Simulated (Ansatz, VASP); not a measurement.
**One calculation of Sc, two programs**

```
Sc
1.0
     3.24145    0.00000    0.00000
    -1.62073    2.80718    0.00000
     0.00000    0.00000    5.16565
Sc
2
Direct
  0.66667 0.33333 0.75000
  0.33333 0.66667 0.25000
```

Change from the starting cell: volume scaled by 0.94.

Alike in both runs: task single point; functional LDA; k mesh 9 × 9 × 5; occupations fermi-dirac, width 0.05 eV; no spin polarisation.

```csv
,VASP,Ansatz
version,VASP 6.6.1,Ansatz 0.2.0
potentials or method,"VASP PAW LDA potentials, release 64 (Sc_sv), cutoff 520 eV","all-electron LAPW, scalar-relativistic"
```

Ansatz gave:

| Item | Value |
| --- | --- |
| gap on the k mesh at the Fermi level (eV) | none |
| pressure (GPa) | -2.3 |
| largest component of the traceless stress (GPa) | 1.35 |

Which values does VASP return?

gap on the k mesh at the Fermi level (eV): none; pressure (GPa): -2.3; largest component of the traceless stress (GPa): 1.34.

A gap of «none» marks a metal or a gap that the smearing closes. Ansatz ran all-electron here, so the differences hold the error of VASP's frozen core and of both bases.
